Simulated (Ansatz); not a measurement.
## C: how the free axis answers a strain

C, P6/mmm, a = 2.465 Å, c = 3.575 Å. This isn't the element's structure at ambient conditions. Ansatz: PBE+D3(BJ), PAW, 420 eV, Γ-centred 21×21×12 mesh on 2 atoms, Gaussian smearing 0.10 eV; no spin polarisation. Series: biaxial strain in the a-b plane, c and atoms relaxed; x is the strain in per cent. y is the change of c in per cent of 3.575 Å.

```tsv
x (%)	y (%)
-4.5	?
-3.0	-0.74
-1.5	-0.46
0.0	0.00
1.5	0.48
3.0	1.09
4.5	1.78
```

**Question.** Fit y = c1 x + c2 x² to the other rows, say what c1 measures, and predict the missing y.

**Answer.** Least squares on the rows shown. y = 0.3078 x + 0.01922 x². With no stress along c, c1 = −2C13/C33 = 0.308. The free axis grows with the strained one, which is unusual. At x = -4.5 the fit asked for gives -1.00 %. The run gave -0.97 %, so the fit is 0.03 % too low, within twice the rms miss on the fitted rows (0.02 %).